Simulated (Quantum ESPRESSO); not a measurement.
Runs of Quantum ESPRESSO 7.5 on WS2. The cell holds a slab with vacuum, 3 atoms: a = 3.184 Å, b = 3.184 Å, c = 16.951 Å, α = 90.00°, β = 90.00°, γ = 120.00°. 

| level | potentials or basis | k mesh | cutoff (eV) | form of the LDA correlation | mesh quality | largest force (eV/Å) |
| --- | --- | --- | --- | --- | --- | --- |
| LDA | PseudoDojo 0.4.1 SR LDA standard | 8 × 8 × 2, shifted | 952 | PW92 | not flagged | 0.43 |
| WC | PseudoDojo 0.4.1 SR PBE standard | 8 × 8 × 2, shifted | 1007 | - | not flagged | 0.01 |
| LDA | PseudoDojo 0.4.1 SR LDA standard | 4 × 4 × 1, shifted | 952 | PW92 | coarse | 0.49 |
| LDA | PseudoDojo 0.4.1 SR LDA standard | 10 × 10 × 2, shifted | 952 | PW92 | not flagged | 0.43 |
| PBEsol | PseudoDojo 0.4.1 SR PBEsol standard | 8 × 8 × 2, shifted | 1007 | - | not flagged | (a) |
| LDA | PseudoDojo 0.4.1 SR LDA standard | 6 × 6 × 1, shifted | 952 | PW92 | coarse | 0.43 |

Alike in all rows: task dielectric tensor; no spin polarisation; cell as given; smearing fermi-dirac 0.05 eV.

Fill in the values left out.

(a) 0.12.

Caveats: some runs use coarse meshes; the potentials were made for another functional, which shifts forces and pressure (some runs).
